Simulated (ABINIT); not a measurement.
# Al2O3 (P-6m2) in ABINIT: relaxation of cell and atoms with r2SCAN

Aim: the relaxation of cell and atoms of Al2O3 with r2SCAN.

Program: ABINIT 10.8.3 (patched build). These are calculated values, not measurements. Logs are shortened: lines on timing, memory, paths and dates and some standing lists are left out, and cuts for length are marked. The log counts tension as positive stress, the text compression.

## 1. Starting point

Symmetry: P-6m2, No. 187, hexagonal system. Conventional cell: a = 2.884 Å, b = 2.884 Å, c = 9.337 Å, α = 90.00°, β = 90.00°, γ = 120.00°. Al (site symmetry 3m) has 3 O at 1.80 Å as nearest neighbours. O (site symmetry 3m) is surrounded by 3 Al at 1.80 Å. O (site symmetry -6m2) has 6 Al at 2.18 Å as nearest neighbours.

Measurements of this composition are mostly on another form, of space group No. 167.

## 2. Relaxation of cell and atoms, r2SCAN

Input file run.abi:

```
# Pseudopotentials
pp_dirpath "./"
pseudos "Al.GGA_PBE-JTH.xml, O.GGA_PBE-JTH.xml"

# Structure
acell 3*1.0 Angstrom
rprim
     2.8843249483     0.0000000000     0.0000000000
    -1.4421624742     2.4978986780     0.0000000000
     0.0000000000     0.0000000000     9.3367544600
ntypat 2
znucl 13 8
natom 5
typat 1 1 2 2 2
xcart
     0.0000000000     0.0000000000     7.9363129039
     0.0000000000     0.0000000000     1.4004415561
    -0.0000000002     1.6652657854     7.2610359657
     1.4421624743     0.8326328926     0.0000000000
    -0.0000000002     1.6652657854     2.0757184943 Angstrom
chkprim 0
chksymtnons 0
tolsym 1.0e-6

# Plane-wave basis
ecut 761.918815 eV
pawecutdg 50.0
pawovlp -1

# k points
kptopt 1
ngkpt 7 7 2
nshiftk 1
shiftk 0.0 0.0 0.0

# Exchange and correlation
ixc -497498
usekden 1
pawxcdev 0

# Bands and occupations
nband 16
occopt 3
tsmear 0.00183747

# SCF cycle
nstep 100
tolvrs 1.0e-7

# Output
iomode 3
prtwf 0
prtden 0
prteig 0
prtebands 0
enunit 1

# Relaxation
ionmov 2
ntime 60
tolmxf 0.0002
optcell 2
dilatmx 1.08
ecutsm 0.5
```

Potentials or basis: JTH PAW PBE v2.0.

Command:

```
> mpirun --bind-to none -np 4 abinit run.abi > log 2>&1
```

run.abo:

```text
.Version 10.8.3 of ABINIT
 Symmetries : space group P-6 m 2 (#187); Bravais hP (primitive hexag.)
================================================================================
 Values of the parameters that define the memory need of the present run
     intxc =       0    ionmov =       2      iscf =      17    lmnmax =       8
     lnmax =       4     mgfft =      96  mpssoang =       2    mqgrid =    6066
     natom =       5  nloc_mem =       2    nspden =       1   nspinor =       1
    nsppol =       1      nsym =      12    n1xccc =       1    ntypat =       2
    occopt =       3   xclevel =       2
       mpw =        4068          nfft =       86400          nkpt =          16
Pmy_natom=         2
 PAW method is used; the additional fine FFT grid is defined by:
   mgfftf=       125    nfftf =    200000
================================================================================
================================================================================

--------------------------------------------------------------------------------
------------- Echo of variables that govern the present computation ------------
--------------------------------------------------------------------------------
 -outvars: echo values of preprocessed input variables --------
            acell      1.8897261259E+00  1.8897261259E+00  1.8897261259E+00 Bohr
              amu      2.69815390E+01  1.59994000E+01
          chkprim           0
      chksymtnons           0
          dilatmx      1.08000000E+00
             ecut      2.80000000E+01 Hartree
           ecutsm      5.00000000E-01 Hartree
           enunit           1
           ionmov           2
              ixc     -497498
         kptrlatt        7    0    0      0    7    0      0    0    2
          kptrlen      3.52878177E+01
            natom           5
            nband          16
            ngfft          30      30      96
          ngfftdg          40      40     125
             nkpt          16
            nstep         100
             nsym          12
            ntime          60
           ntypat           2
           occopt           3
          optcell           2
        pawecutdg      5.00000000E+01 Hartree
          pawovlp     -1.0000000000E+00
         pawxcdev           0
           prtden           0
        prtebands           0
           prteig           0
          prtkden           1
            prtwf           0
            rprim      2.8843249483E+00  0.0000000000E+00  0.0000000000E+00
                      -1.4421624742E+00  2.4978986780E+00  0.0000000000E+00
                       0.0000000000E+00  0.0000000000E+00  9.3367544600E+00
          spgroup         187
           tolmxf      2.00000000E-04
           tolsym      1.00000000E-06
           tolvrs      1.00000000E-07
           tsmear      1.83747000E-03 Hartree
            typat      1  1  2  2  2
          usekden           1
           useylm           1
           xangst      0.0000000000E+00  0.0000000000E+00  7.9363129039E+00
                       0.0000000000E+00  0.0000000000E+00  1.4004415561E+00
                      -3.3333504689E-11  1.6652657853E+00  7.2610359657E+00
                       1.4421624741E+00  8.3263289267E-01  1.0365879777E-15
                      -3.3333504689E-11  1.6652657853E+00  2.0757184943E+00
            xcart      0.0000000000E+00  0.0000000000E+00  1.4997457838E+01
                       0.0000000000E+00  0.0000000000E+00  2.6464509964E+00
                      -6.2991194679E-11  3.1468962611E+00  1.3721369366E+01
                       2.7252921052E+00  1.5734481306E+00  1.9588673832E-15
                      -6.2991194679E-11  3.1468962611E+00  3.9225394687E+00
             xred      0.0000000000E+00  0.0000000000E+00  8.5000767000E-01
                       0.0000000000E+00  0.0000000000E+00  1.4999233000E-01
                       3.3333333333E-01  6.6666666667E-01  7.7768308000E-01
                       6.6666666667E-01  3.3333333333E-01  1.1102230246E-16
                       3.3333333333E-01  6.6666666667E-01  2.2231692000E-01
            znucl       13.00000    8.00000

================================================================================

 chkinp: Checking input parameters for consistency.

================================================================================
== DATASET  1 ==================================================================

--- !DatasetInfo
iteration_state: {dtset: 1, }
dimensions: {natom: 5, nkpt: 16, mband: 16, nsppol: 1, nspinor: 1, nspden: 1, mpw: 4068, }
cutoff_energies: {ecut:  28.0, pawecutdg:  50.0, }
electrons: {nelect:   2.40000000E+01, charge:   0.00000000E+00, occopt:   3.00000000E+00, tsmear:   1.83747000E-03, }
meta: {optdriver: 0, ionmov: 2, optcell: 2, iscf: 17, paral_kgb: 0, }
...

 Real(R)+Recip(G) space primitive vectors, cartesian coordinates (Bohr,Bohr^-1):
 R(1)=  5.4505842  0.0000000  0.0000000  G(1)=  0.1834666  0.1059245  0.0000000
 R(2)= -2.7252921  4.7203444  0.0000000  G(2)=  0.0000000  0.2118489  0.0000000
 R(3)=  0.0000000  0.0000000 17.6439088  G(3)=  0.0000000  0.0000000  0.0566768
 Unit cell volume ucvol=  4.5395368E+02 bohr^3
 Angles (23,13,12)=  9.00000000E+01  9.00000000E+01  1.20000000E+02 degrees

 Coarse grid specifications (used for wave-functions):

 getcut: wavevector=  0.0000  0.0000  0.0000  ngfft=  30  30  96
         ecut(hartree)=     32.659   => boxcut(ratio)=   2.11499

[... 19 lines left out ...]
 Radius for shape functions =  1.20231231
 Compensation charge density is not taken into account in XC energy/potential

   1.55314922E+02                                ecore*ucvol(ha*bohr**3)
--------------------------------------------------------------------------------

================================================================================

=== [ionmov= 2] Broyden-Fletcher-Goldfarb-Shanno method (forces)
================================================================================

--- Iteration: ( 1/60) Internal Cycle: (1/1)
--------------------------------------------------------------------------------

---SELF-CONSISTENT-FIELD CONVERGENCE--------------------------------------------
[... 654 lines left out ...]
 Difference of energy with previous step (new-old):
           Absolute (Ha)=-5.78030E-06
           Relative     =-1.18308E-07

 At Broyd/MD step   5, gradients are converged :
  max grad (force/stress) = 9.4433E-05 < tolmxf= 2.0000E-04 ha/bohr (free atoms)

================================================================================

 ----iterations are completed or convergence reached----

 Mean square residual over all n,k,spin=   69.610E-11; max=  16.831E-09
 reduced coordinates (array xred) for    5 atoms
      -0.000000000000      0.000000000000      0.850202014438
      -0.000000000000     -0.000000000000      0.149797985562
       0.333333333333      0.666666666667      0.778392734772
       0.666666666667      0.333333333333      0.000000000000
       0.333333333333      0.666666666667      0.221607265228
 rms dE/dt=  1.5871E-04; max dE/dt=  3.8668E-04; dE/dt below (all hartree)
    1      -0.000000000000      0.000000000000      0.000198493838
    2       0.000000000000      0.000000000000     -0.000198493838
    3       0.000000000000      0.000000000000      0.000386678084
    4       0.000000000000      0.000000000000      0.000000000000
    5      -0.000000000000      0.000000000000     -0.000386678084

 cartesian coordinates (angstrom) at end:
    1     -0.00000000000000     0.00000000000000     7.87662031775708
    2     -0.00000000000000    -0.00000000000000     1.38779000355190
    3     -0.00000000003303     1.64988622890188     7.21134968605753
    4      1.42884338756493     0.82494311445094     0.00000000000000
    5     -0.00000000003303     1.64988622890188     2.05306063525144

 cartesian forces (hartree/bohr) at end:
    1     -0.00000000000000     0.00000000000000    -0.00001133784146
    2     -0.00000000000000     0.00000000000000     0.00001133784146
    3     -0.00000000000000    -0.00000000000000    -0.00002208680561
    4     -0.00000000000000     0.00000000000000    -0.00000000000000
    5      0.00000000000000     0.00000000000000     0.00002208680561
 frms,max,avg= 9.0654923E-06 2.2086806E-05   0.000E+00  0.000E+00  0.000E+00 h/b

 cartesian forces (eV/Angstrom) at end:
    1     -0.00000000000000     0.00000000000000    -0.00058301524912
    2     -0.00000000000000     0.00000000000000     0.00058301524912
    3     -0.00000000000000    -0.00000000000000    -0.00113574920930
    4     -0.00000000000000     0.00000000000000    -0.00000000000000
    5      0.00000000000000     0.00000000000000     0.00113574920930
 frms,max,avg= 4.6616636E-04 1.1357492E-03   0.000E+00  0.000E+00  0.000E+00 e/A
 length scales=  5.400245358686  5.400245358738 17.507198225307 bohr
              =  2.857686775163  2.857686775190  9.264410321309 angstroms
 Fermi (or HOMO) energy (eV) =   4.50545   Average Vxc (eV)=  -8.59062
 Eigenvalues (   eV  ) for nkpt=  16  k points:
 kpt#   1, nband= 16, wtk=  0.01020, kpt=  0.0000  0.0000  0.0000 (reduced coord)
 -18.58689  -17.49960  -16.30564   -3.85429   -0.88025   -0.26534   -0.26534   -0.00727
  -0.00727    0.72256    0.72256    1.03858    7.15593    9.67027   10.29776   11.50620
 prteigrs : prtvol=0 or 1, do not print more k-points.

--- !EnergyTerms
iteration_state     : {dtset: 1, itime: 5, icycle: 1, }
comment             : Components of total free energy in Hartree
kinetic             :  2.53191441666238E+01
hartree             :  4.10538832276670E+01
xc                  : -1.12674693544655E+01
Ewald energy        : -1.17681641848167E+01
psp_core            :  3.51268267065269E-01
local_psp           : -1.01025408952808E+02
PAW spherical_terms :  8.47874714924076E+00
internal            : -4.88579996814932E+01
'-kT*entropy'       :  1.87942306218436E-15
total_energy        : -4.88579996814932E+01
total_energy_eV     : -1.32949390053913E+03
...

--- !EnergyTermsDC
iteration_state     : {dtset: 1, itime: 5, icycle: 1, }
comment             : '"Double-counting" decomposition of free energy'
band_energy         : -4.57951960147865E+00
Ewald energy        : -1.17681641848167E+01
psp_core            :  3.51268267065269E-01
xc_dc               : -3.75581033269627E+01
PAW spherical_terms :  4.69646210999498E+00
internal            : -4.88580567361979E+01
'-kT*entropy'       :  1.87942306218436E-15
total_energy_dc     : -4.88580567361979E+01
total_energy_dc_eV  : -1.32949545307673E+03
...

--- !EnergyTermsWithPAWCore
iteration_state     : {dtset: 1, itime: 5, icycle: 1, }
comment             : 'Components of total free energy, including PAW core contributions'
Total energy        : -7.12080245411316E+02
Total energy DC     : -7.12080302466020E+02
Total energy (eV)   : -1.93766905960202E+04
Total energy DC (eV): -1.93766921485579E+04
...

 rms coord change=  2.6867E-04   atom, delta coord (reduced):
     1       -0.000000000000      0.000000000000      0.000194344439
     2       -0.000000000000     -0.000000000000     -0.000194344439
     3        0.000000000000      0.000000000000      0.000709654768
     4        0.000000000000      0.000000000000      0.000000000000
     5        0.000000000000      0.000000000000     -0.000709654768

 Cartesian components of stress tensor (hartree/bohr^3)
  sigma(1 1)= -9.44328540E-07  sigma(3 2)=  0.00000000E+00
  sigma(2 2)= -9.44328542E-07  sigma(3 1)=  0.00000000E+00
  sigma(3 3)=  8.38341722E-07  sigma(2 1)=  1.58834594E-14

-Cartesian components of stress tensor (GPa)         [Pressure=  1.0300E-02 GPa]
- sigma(1 1)= -2.77831049E-02  sigma(3 2)=  0.00000000E+00
- sigma(2 2)= -2.77831049E-02  sigma(3 1)=  0.00000000E+00
- sigma(3 3)=  2.46648650E-02  sigma(2 1)=  4.67307509E-10

== END DATASET(S) ==============================================================
================================================================================

 -outvars: echo values of variables after computation  --------
            acell      5.4002453587E+00  5.4002453587E+00  1.7507198225E+01 Bohr
           etotal     -4.8858056736E+01
            fcart     -6.9806148833E-29  4.0302598818E-29 -1.1337841463E-05
                      -8.2271532553E-29  4.7499491464E-29  1.1337841463E-05
                      -8.2271532553E-29 -4.1310163790E-28 -2.2086805612E-05
                      -8.2271532553E-29  4.7499491464E-29 -0.0000000000E+00
                       3.1662074649E-28  2.7780005616E-28  2.2086805612E-05
            rprim      1.0000000000E+00  0.0000000000E+00  0.0000000000E+00
                      -5.0000000001E-01  8.6602540378E-01  0.0000000000E+00
                       0.0000000000E+00  0.0000000000E+00  1.0000000000E+00
           strten     -9.4432854036E-07 -9.4432854225E-07  8.3834172161E-07
                       0.0000000000E+00  0.0000000000E+00  1.5883459397E-14
           xangst     -3.1446449362E-28  4.1182954599E-28  7.8766203178E+00
                      -7.6764274250E-28 -7.3858401574E-30  1.3877900036E+00
                      -3.3025495053E-11  1.6498862289E+00  7.2113496861E+00
                       1.4288433876E+00  8.2494311445E-01  1.0286750059E-15
                      -3.3025495053E-11  1.6498862289E+00  2.0530606353E+00
             xred     -2.6837998845E-29  1.6640725030E-28  8.5020201444E-01
                      -2.7011601342E-28 -2.9843836212E-30  1.4979798556E-01
                       3.3333333333E-01  6.6666666667E-01  7.7839273477E-01
                       6.6666666667E-01  3.3333333333E-01  1.1103513016E-16
                       3.3333333333E-01  6.6666666667E-01  2.2160726523E-01
 Calculation completed.
```

Wall time 6.1 min (4 MPI ranks of Intel Xeon Platinum 8259CL at 2.50GHz (Skylake/Cascade Lake), shared host); peak memory 0.76 GiB.

What came out:

* Free energy: -1329.4955 eV
* Relaxed volume: 13.10 Å³/atom
* Relaxed cell: a = 2.858 Å, b = 2.858 Å, c = 9.264 Å, α = 90.00°, β = 90.00°, γ = 120.00°
* Space group after relaxing (to 0.05 Å): P-6m2 (No. 187)
* Energy gained by relaxing: 5.3 meV/atom
* Ionic steps: 5
* Pressure after relaxing: 0.0 GPa
* Band gap on the k mesh: 5.89 eV, indirect (least direct gap 6.12 eV)
* Valence electrons inside the program's atomic spheres: Al 0.87; O 4.72, 4.61

The path:
| step | energy change (eV) | largest force (eV/Å) | pressure (GPa) | volume (Å³) |
| --- | --- | --- | --- | --- |
| 1 | 0.0000 | 0.4138 | -4.31 | 67.27 |
| 2 | -0.0207 | 0.1475 | -1.98 | 66.39 |
| 3 | -0.0259 | 0.1172 | -0.16 | 65.67 |
| 4 | -0.0263 | 0.0680 | -0.04 | 65.59 |
| 5 | -0.0264 | 0.0011 | 0.01 | 65.52 |

Final structure:
```yaml
crystal:
  lattice:
    - [2.85769, 0.00000, 0.00000]
    - [-1.42884, 2.47483, 0.00000]
    - [0.00000, 0.00000, 9.26441]
  atoms:
    - { symbol: Al, position: [0.00000, 0.00000, 0.85020] }
    - { symbol: Al, position: [0.00000, 0.00000, 0.14980] }
    - { symbol: O, position: [0.33333, 0.66667, 0.77839] }
    - { symbol: O, position: [0.66667, 0.33333, 0.00000] }
    - { symbol: O, position: [0.33333, 0.66667, 0.22161] }
```

Levels at points of the mesh, in eV from the valence-band top:
```csv
k point,band 8,band 9,band 10,band 11,band 12,band 13,band 14,band 15,band 16
"(0.00, 0.00, 0.00)",-1.27,-1.27,-0.54,-0.54,-0.23,5.89,8.41,9.03,10.24
"(0.00, 0.00, 0.50)",-1.27,-1.27,-0.54,-0.54,-0.27,6.05,7.98,9.10,10.66
```

Caveat: totals of a meta-GGA on PAW files have another zero than those of a GGA; the PAW data sets were made with another functional, which shifts forces and pressure a little; an odd mesh through Γ misses points on the zone boundary, where band edges often lie. r2SCAN opens gaps a little over a GGA but as a rule still falls short of measured ones.
